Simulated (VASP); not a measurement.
# SnO (P4/nmm) in VASP: a series of runs

Aim: see how the results for SnO move with the level of theory and the settings. Levels: PBE0, PBEsol, r2SCAN, optB88-vdW. Tasks: single point, relaxation of cell and atoms.

All numbers are computed with VASP 6.6.1; they aren't measurements. Logs are shortened: lines on timing, memory, paths and dates and some standing lists are left out, and cuts for length are marked.

## Step 1: The crystal as given

It takes space group P4/nmm (No. 129, tetragonal). The conventional cell has a = 3.802 Å, b = 3.802 Å, c = 4.836 Å, α = 90.00°, β = 90.00°, γ = 90.00°. Sn (site symmetry 4mm) is surrounded by 4 O at 2.22 Å. O (site symmetry -4m2) has 4 Sn at 2.22 Å as nearest neighbours.

## Step 2: Single point, PBE0

POSCAR

```
SnO
1.0
    3.8020000000      0.0000000000      0.0000000000
    0.0000000000      3.8020000000      0.0000000000
    0.0000000000      0.0000000000      4.8360000000
Sn O
2 2
Direct
    0.0000000000      0.5000000000      0.2385000000
    0.5000000000      0.0000000000      0.7615000000
    0.0000000000      0.0000000000      0.0000000000
    0.5000000000      0.5000000000      0.0000000000
```

INCAR.step1

```
SYSTEM = SnO
PREC     = Accurate       ! precision mode
ENCUT    = 520            ! plane-wave cutoff, eV
EDIFF    = 1E-5           ! SCF threshold, eV
ISMEAR   = 0              ! smearing method
SIGMA    = 0.02           ! smearing width, eV
LREAL    = .False.        ! projectors in reciprocal space
LASPH    = .True.         ! aspherical terms in the spheres
NELM     = 80             ! most SCF steps
ALGO     = Normal         ! electronic algorithm
ISIF     = 2              ! what is computed and relaxed
LWAVE    = .True.         ! write WAVECAR
LCHARG   = .False.        ! write CHGCAR
GGA      = PE             ! functional
```

INCAR.step2

```
SYSTEM = SnO
PREC     = Accurate       ! precision mode
ENCUT    = 520            ! plane-wave cutoff, eV
EDIFF    = 1E-6           ! SCF threshold, eV
ISMEAR   = 0              ! smearing method
SIGMA    = 0.02           ! smearing width, eV
LREAL    = .False.        ! projectors in reciprocal space
LASPH    = .True.         ! aspherical terms in the spheres
NELM     = 80             ! most SCF steps
ALGO     = Normal         ! electronic algorithm
ISIF     = 2              ! what is computed and relaxed
LWAVE    = .False.        ! write WAVECAR
LCHARG   = .False.        ! write CHGCAR
GGA      = PE             ! functional
LHFCALC  = .True.         ! exact exchange
AEXX     = 0.25           ! exact-exchange fraction
PRECFOCK = Fast         
ISTART   = 1
```

KPOINTS

```
Automatic mesh
0
Gamma
  6 6 4
  0 0 0
```

Potentials or basis: VASP PAW PBE potentials, release 64 (Sn_d, O).

The run is started by

```bash
$ cat potpaw_PBE.64/Sn_d/POTCAR potpaw_PBE.64/O/POTCAR > POTCAR
$ cp INCAR.step1 INCAR
$ mpirun -np 1 vasp_std > vasp.out
$ cp INCAR.step2 INCAR
$ mpirun -np 1 vasp_std > vasp.out
```

OUTCAR:

```text
SYSTEM = SnO
   PREC = Accurate
   ENCUT = 520
   EDIFF = 1E-6
   ISMEAR = 0
   LREAL = .False.
   LASPH = .True.
   NELM = 80
   ISIF = 2
   GGA = PE
   LHFCALC = .True.
   AEXX = 0.25
   PRECFOCK = Fast
   ISTART = 1

 ion  position               nearest neighbor table
   1  0.000  0.500  0.239-   3 2.22   4 2.22   3 2.22   4 2.22   2 3.54   2 3.54   2 3.54   2 3.54
                             2 3.69   2 3.69   2 3.69   2 3.69
   2  0.500  0.000  0.761-   3 2.22   4 2.22   4 2.22   3 2.22   1 3.54   1 3.54   1 3.54   1 3.54
                             1 3.69   1 3.69   1 3.69   1 3.69
   3  0.000  0.000  0.000-   1 2.22   2 2.22   1 2.22   2 2.22
   4  0.500  0.500  0.000-   1 2.22   2 2.22   2 2.22   1 2.22

  LATTYP: Found a simple tetragonal cell.
 ALAT       =     3.8020000000
 C/A-ratio  =     1.2719621252

  Lattice vectors:

 A1 = (   3.8020000000,   0.0000000000,   0.0000000000)
 A2 = (   0.0000000000,   3.8020000000,   0.0000000000)
 A3 = (   0.0000000000,   0.0000000000,   4.8360000000)

Analysis of symmetry for initial positions (statically):
=====================================================================
 Subroutine PRICEL returns:
 Original cell was already a primitive cell.

 Routine SETGRP: Setting up the symmetry group for a
 simple tetragonal supercell.

 Subroutine GETGRP returns: Found 16 space group operations
 (whereof  8 operations were pure point group operations)
 out of a pool of 16 trial point group operations.

The static configuration has the point symmetry D_2d.
 The point group associated with its full space group is D_4h.

Analysis of symmetry for dynamics (positions and initial velocities):
=====================================================================
 Subroutine PRICEL returns:
 Original cell was already a primitive cell.

 Routine SETGRP: Setting up the symmetry group for a
 simple tetragonal supercell.

 Subroutine GETGRP returns: Found 16 space group operations
 (whereof  8 operations were pure point group operations)
 out of a pool of 16 trial point group operations.

The dynamic configuration has the point symmetry D_2d.
 The point group associated with its full space group is D_4h.

 Subroutine INISYM returns: Found 16 space group operations
 (whereof  8 operations are pure point group operations),
[... 105 lines left out ...]
   NFREE  =      0    steps in history (QN), initial steepest desc. (CG)
   ISIF   =      2    stress and relaxation
   ISYM   =      3    0-nonsym 1-usesym 2-fastsym
   POTIM  = 0.5000    time-step for ionic-motion
   TEBEG  =    0.0;   TEEND  =   0.0 temperature during run
   PSTRESS=    0.0 pullay stress
   NELECT =      40.0000    total number of electrons
   NUPDOWN=      -1.0000    fix difference up-down
   EMIN   =  10.00;   EMAX   =-10.00  energy-range for DOS
   EFERMI =   0.00;   METHOD = LEGACY
   ISMEAR =     0;   SIGMA  =   0.02  broadening in eV -4-tet -1-fermi 0-gaus
   EFERMI_NEDOS =   21; number of points for ismear=-14 and -15
   IALGO  =     38    algorithm
   IMIX   =      1    mixing-type and parameters
     AMIX     =   0.40;   BMIX     =  1.00
     AMIX_MAG =   1.60;   BMIX_MAG =  1.00
  volume/ion in A,a.u.               =      17.48       117.94
  Fermi-wavevector in a.u.,A,eV,Ry     =   1.359121  2.568365 25.132801  1.847209
  Thomas-Fermi vector in A             =   2.485896
   LORBIT       =      0    0 simple, 1 ext, 2 COOP (PROOUT), +10 PAW based schemes
   GGA     = PE    functional components
   LHFCALC =     T    Hartree Fock is set to
   PRECFOCK=fast      Normal, Fast or Accurate (Low or Medium for compatibility)
   ENCUT4O =  -1.0   cutoff for four orbital integrals eV
   NKREDX  =     1    reduce k-point grid by
   NKREDY  =     1    reduce k-point grid by
   NKREDZ  =     1    reduce k-point grid by
   AEXX    =    0.2500 exact exchange contribution
   HFSCREEN=    0.0000 screening length (either q_TF or 0.3 A-1)
   HFSCREENC=   0.0000 screening length for correlation (either q_TF or 0.3 A-1)
   ENCUTFOCK=  -1.0 apply spherical cutoff to Coloumb kernel
   IVDW    =     0    specifies the selected vdW correction
   LEPSILON=     F    determine dielectric tensor
   LRPA    =     F    only Hartree local field effects (RPA)
 non-spin polarized calculation
 Gauss-broadening in eV      SIGMA  =   0.02
  energy-cutoff  :      520.00
  volume of cell :       69.91
 maximum number of plane-waves:      1902
  NGX = 16; NGY = 16; NGZ = 20

 number of electron      39.9999990 magnetization

 Free energy of the ion-electron system (eV)
  ---------------------------------------------------
  ext. energy  EPLUGINS =         0.00000000
  ---------------------------------------------------
  free energy    TOTEN  =       -30.12283031 eV

  energy without entropy =      -30.12283031  energy(sigma->0) =      -30.12283031

 E-fermi :   6.7829     XC(G=0):  -8.0962

 val. band max:        6.6961061739   @ k =   0.0000   0.0000   0.0000
 cond. band min:       7.7141046029   @ k =   0.5000   0.5000   0.0000
 fundamental gap:      1.0179984290
 Fermi energy:         6.7829031324

 k-point     1 :       0.0000    0.0000    0.0000
  band No.  band energies     occupation
      1     -17.7872      2.00000
      2     -17.2749      2.00000
      3     -17.2588      2.00000
      4     -17.2588      2.00000
      5     -17.2052      2.00000
      6     -17.1899      2.00000
[... 637 lines left out ...]
     23      13.5877      0.00000
     24      13.5877      0.00000

 [... further k-points ...]

------------------------ aborting loop because EDIFF is reached ----------------------------------------

  FORCE on cell =-STRESS in cart. coord.  units (eV):
  Direction    XX          YY          ZZ          XY          YZ          ZX
  --------------------------------------------------------------------------------------
  -------------------------------------------------------------------------------------
  Total       -0.0586803     -0.0586803      0.0393414      0.0000000      0.0000000      0.0000000
  in kB       -1.3449072     -1.3449072      0.9016737      0.0000000      0.0000000      0.0000000
  external PRESSURE =      -0.5960469 kB  Pullay stress =       0.0000000 kB

 VOLUME and BASIS-vectors are now :
 -----------------------------------------------------------------------------
  energy-cutoff  :      520.00
  volume of cell :       69.91
      direct lattice vectors                 reciprocal lattice vectors
     3.802000000  0.000000000  0.000000000     0.263019463  0.000000000  0.000000000
     0.000000000  3.802000000  0.000000000     0.000000000  0.263019463  0.000000000
     0.000000000  0.000000000  4.836000000     0.000000000  0.000000000  0.206782465

 POSITION                                       TOTAL-FORCE (eV/Angst)
 -----------------------------------------------------------------------------------
      0.00000      1.90100      1.15339         0.000000      0.000000     -0.200617
      1.90100      0.00000      3.68261         0.000000     -0.000000      0.200617
      0.00000      0.00000      0.00000         0.000000     -0.000000      0.000000
      1.90100      1.90100      0.00000         0.000000     -0.000000      0.000000
 -----------------------------------------------------------------------------------
    total drift:                                0.000006      0.000008     -0.000000

  FREE ENERGIE OF THE ION-ELECTRON SYSTEM (eV)
  ---------------------------------------------------
  free  energy   TOTEN  =       -30.1228303084 eV

  energy  without entropy=      -30.1228303084  energy(sigma->0) =      -30.12283031
```

Wall time 54 min (1 thread of Intel Xeon 6975P-C (Granite Rapids), shared host); peak memory 0.23 GiB.

What came out:

```
Free energy            : -30.1228 eV
Pressure               : -0.1 GPa
Largest force          : 0.201 eV/Å
Band gap on the k mesh : 1.02 eV, indirect (least direct gap 3.30 eV)
```

Forces in eV/Å, atoms in the order of the input:
```
Sn   0.000  0.000 -0.201
Sn   0.000  0.000  0.201
O    0.000  0.000  0.000
O    0.000  0.000  0.000
```

Stress tensor (GPa, compression positive):
```
-0.13  0.00  0.00
 0.00 -0.13  0.00
 0.00  0.00  0.09
```

Levels at points of the mesh, in eV from the valence-band top:
```tsv
k point	band 17	band 18	band 19	band 20	band 21	band 22	band 23	band 24
(0.00, 0.00, 0.00)	-4.52	-4.18	-4.18	0.00	3.43	5.72	6.03	6.03
(0.50, 0.00, 0.00)	-6.00	-6.00	-3.35	-3.35	4.53	4.53	7.47	7.49
(0.50, 0.50, 0.00)	-3.46	-3.46	-2.28	-2.28	1.02	1.02	5.72	5.72
(0.00, 0.00, 0.50)	-4.19	-4.19	-3.28	-2.98	3.01	4.19	4.19	4.88
(0.50, 0.00, 0.50)	-5.96	-5.96	-2.30	-2.30	3.83	3.83	6.89	6.89
(0.50, 0.50, 0.50)	-3.46	-3.46	-3.18	-3.18	3.43	3.43	5.49	5.49
```

Caveat: the PAW data sets were made with another functional, which shifts forces and pressure a little; spin-orbit coupling is left out, which moves the levels of the heavy elements. A k mesh can miss the band edges.

## Step 3: Relaxation of cell and atoms, PBEsol

INCAR

```
SYSTEM = SnO
ALGO = Normal ; EDIFF = 1E-7
EDIFFG = -0.003 ; ENCUT = 520
GGA = PS ; IBRION = 2
ISIF = 3 ; ISMEAR = 0
LASPH = .TRUE. ; LCHARG = .FALSE.
LREAL = .FALSE. ; LWAVE = .FALSE.
NELM = 100 ; NSW = 40
PREC = Accurate ; SIGMA = 0.02
```

KPOINTS

```
k-points
0
G
  8 8 6
  0 0 0
```

POSCAR is that of step 2.

Potentials or basis: VASP PAW PBE potentials, release 64 (Sn_d, O).

The run is started by

```bash
$ cat potpaw_PBE.64/Sn_d/POTCAR potpaw_PBE.64/O/POTCAR > POTCAR
$ mpirun -np 1 vasp_std > vasp.out
```

OUTCAR:

```text
SYSTEM = SnO
   EDIFF = 1E-7
   EDIFFG = -0.003
   ENCUT = 520
   GGA = PS
   IBRION = 2
   ISIF = 3
   ISMEAR = 0
   LASPH = .TRUE.
   LREAL = .FALSE.
   NELM = 100
   NSW = 40
   PREC = Accurate

 ion  position               nearest neighbor table
   1  0.000  0.500  0.239-   3 2.22   4 2.22   3 2.22   4 2.22   2 3.54   2 3.54   2 3.54   2 3.54
                             2 3.69   2 3.69   2 3.69   2 3.69
   2  0.500  0.000  0.761-   3 2.22   4 2.22   4 2.22   3 2.22   1 3.54   1 3.54   1 3.54   1 3.54
                             1 3.69   1 3.69   1 3.69   1 3.69
   3  0.000  0.000  0.000-   1 2.22   2 2.22   1 2.22   2 2.22
   4  0.500  0.500  0.000-   1 2.22   2 2.22   2 2.22   1 2.22

  LATTYP: Found a simple tetragonal cell.
 ALAT       =     3.8020000000
 C/A-ratio  =     1.2719621252

  Lattice vectors:

 A1 = (   3.8020000000,   0.0000000000,   0.0000000000)
 A2 = (   0.0000000000,   3.8020000000,   0.0000000000)
 A3 = (   0.0000000000,   0.0000000000,   4.8360000000)

Analysis of symmetry for initial positions (statically):
=====================================================================
 Subroutine PRICEL returns:
 Original cell was already a primitive cell.

 Routine SETGRP: Setting up the symmetry group for a
 simple tetragonal supercell.

 Subroutine GETGRP returns: Found 16 space group operations
[... 286 lines left out ...]

--------------------------------------- Ionic step       11  -------------------------------------------

 number of electron      39.9999994 magnetization

------------------------ aborting loop because EDIFF is reached ----------------------------------------
[... 71 lines left out ...]
--------------------------------------- Ionic step       13  -------------------------------------------

 number of electron      39.9999994 magnetization

 Free energy of the ion-electron system (eV)
  ---------------------------------------------------
  ext. energy  EPLUGINS =         0.00000000
  ---------------------------------------------------
  free energy    TOTEN  =       -24.21672414 eV

  energy without entropy =      -24.21657915  energy(sigma->0) =      -24.21665164

 E-fermi :   7.2584     XC(G=0): -10.6234

 val. band max:        7.2580763190   @ k =   0.0000   0.0000   0.0000
 cond. band min:       7.5641787424   @ k =   0.5000   0.5000   0.1667
 fundamental gap:      0.3061024234
 Fermi energy:         7.2584285988

 k-point     1 :       0.0000    0.0000    0.0000
  band No.  band energies     occupation
      1     -14.6635      2.00000
      2     -14.2286      2.00000
      3     -14.2286      2.00000
      4     -14.2168      2.00000
      5     -14.1769      2.00000
      6     -14.1746      2.00000
[... 637 lines left out ...]
     23      12.2342      0.00000
     24      12.2342      0.00000

 [... further k-points ...]

------------------------ aborting loop because EDIFF is reached ----------------------------------------

  FORCE on cell =-STRESS in cart. coord.  units (eV):
  Direction    XX          YY          ZZ          XY          YZ          ZX
  --------------------------------------------------------------------------------------
  -------------------------------------------------------------------------------------
  Total       -0.0021256     -0.0021256      0.0018470      0.0000000      0.0000000      0.0000000
  in kB       -0.0497112     -0.0497112      0.0431952      0.0000000      0.0000000      0.0000000
  external PRESSURE =      -0.0187424 kB  Pullay stress =       0.0000000 kB
[... 19 lines left out ...]
  FREE ENERGIE OF THE ION-ELECTRON SYSTEM (eV)
  ---------------------------------------------------
  free  energy   TOTEN  =       -24.2167241436 eV

  energy  without entropy=      -24.2165791457  energy(sigma->0) =      -24.21665164

 reached required accuracy - stopping structural energy minimisation
```

OSZICAR:

```text
N       E                     dE             d eps       ncg     rms          rms(c)
DAV:   1     0.397641570784E+03    0.39764E+03   -0.20792E+04  2912   0.255E+03
DAV:   2     0.278392937440E+02   -0.36980E+03   -0.36293E+03  3104   0.578E+02
DAV:   3    -0.254991437973E+02   -0.53338E+02   -0.52864E+02  3576   0.193E+02
DAV:   4    -0.274002156242E+02   -0.19011E+01   -0.18998E+01  3152   0.412E+01
[... 119 lines left out ...]
DAV:   2    -0.242167279626E+02    0.19938E-04   -0.75131E-05  3808   0.896E-02    0.121E-02
DAV:   3    -0.242167244502E+02    0.35124E-05   -0.68196E-06  3680   0.526E-02    0.553E-03
DAV:   4    -0.242167239112E+02    0.53902E-06   -0.22025E-06  4256   0.256E-02    0.140E-03
DAV:   5    -0.242167241346E+02   -0.22342E-06   -0.74468E-07  3368   0.105E-02    0.761E-04
DAV:   6    -0.242167241436E+02   -0.90067E-08   -0.78969E-08  1464   0.323E-03
  13 F= -.24216724E+02 E0= -.24216652E+02  d E =-.347396E-05
```

CONTCAR:

```text
SnO
   1.00000000000000
     3.8047306622633075    0.0000000000000000    0.0000000000000000
     0.0000000000000000    3.8047306622633075    0.0000000000000000
     0.0000000000000000    0.0000000000000000    4.7324541636982875
  Sn              O
     2     2
Direct
     0.0000000000000000    0.5000000000000000    0.2444208543579976
     0.5000000000000000    0.0000000000000000    0.7555791456420023
     0.0000000000000000    0.0000000000000000    0.0000000000000000
     0.5000000000000000    0.5000000000000000    0.0000000000000000

  0.00000000E+00  0.00000000E+00  0.00000000E+00
  0.00000000E+00  0.00000000E+00  0.00000000E+00
  0.00000000E+00  0.00000000E+00  0.00000000E+00
  0.00000000E+00  0.00000000E+00  0.00000000E+00
```

Wall time 4.1 min (1 thread of Intel Xeon 6975P-C (Granite Rapids), shared host); peak memory 0.23 GiB.

What came out:

```
Free energy                            : -24.2167 eV
Relaxed volume                         : 17.13 Å³/atom
Relaxed cell                           : a = 3.805 Å, b = 3.805 Å, c = 4.732 Å, α = 90.00°, β = 90.00°, γ = 90.00°
Space group after relaxing (to 0.05 Å) : P4/nmm (No. 129)
Energy gained by relaxing              : 1.3 meV/atom
Ionic steps                            : 13
Pressure after relaxing                : 0.0 GPa
Band gap on the k mesh                 : none (metal or under the smearing width)
```

Forces in eV/Å, atoms in the order of the input:
```
Sn   0.000  0.000  0.003
Sn   0.000  0.000 -0.003
O    0.000  0.000  0.000
O    0.000  0.000  0.000
```

Step by step:
```csv
step,energy change (eV),largest force (eV/Å),pressure (GPa),volume (Å³)
1,0.0000,0.1485,0.18,69.91
2,-0.0010,0.0039,-0.61,70.10
3,-0.0011,0.0245,-0.47,70.07
4,-0.0025,0.0112,-0.40,69.74
5,-0.0045,0.0371,-0.17,68.96
6,-0.0047,0.0602,-0.05,68.60
7,-0.0051,0.0465,0.31,68.36
8,-0.0051,0.0200,0.22,68.42
9,-0.0052,0.0088,-0.18,68.62
10,-0.0053,0.0038,0.00,68.53
11,-0.0053,0.0033,-0.02,68.54
12,-0.0053,0.0031,-0.01,68.52
13,-0.0053,0.0030,0.00,68.51
```

Final structure:
```
Sn O
1.0
     3.80473    0.00000    0.00000
     0.00000    3.80473    0.00000
     0.00000    0.00000    4.73245
Sn O
2 2
Direct
  0.00000 0.50000 0.24442
  0.50000 0.00000 0.75558
  0.00000 0.00000 0.00000
  0.50000 0.50000 0.00000
```

Levels at points of the mesh, in eV from the Fermi level:
| k point | band 18 | band 19 | band 20 | band 21 | band 22 | band 23 |
| --- | --- | --- | --- | --- | --- | --- |
| (0.00, 0.00, 0.00) | -3.17 | -3.17 | 0.00 | 2.15 | 4.51 | 4.51 |
| (0.50, 0.00, 0.00) | -4.87 | -2.80 | -2.80 | 3.27 | 3.27 | 5.82 |
| (0.50, 0.50, 0.00) | -2.50 | -1.90 | -1.90 | -0.14 | -0.14 | 4.41 |
| (0.00, 0.00, 0.50) | -3.18 | -2.96 | -2.21 | 1.61 | 2.73 | 2.73 |
| (0.50, 0.00, 0.50) | -4.82 | -1.74 | -1.74 | 2.67 | 2.67 | 5.26 |
| (0.50, 0.50, 0.50) | -2.82 | -2.50 | -2.50 | 2.26 | 2.26 | 4.19 |

Caveat: the PAW data sets were made with another functional, which shifts forces and pressure a little.

(Part 1 of 2 ends here.)
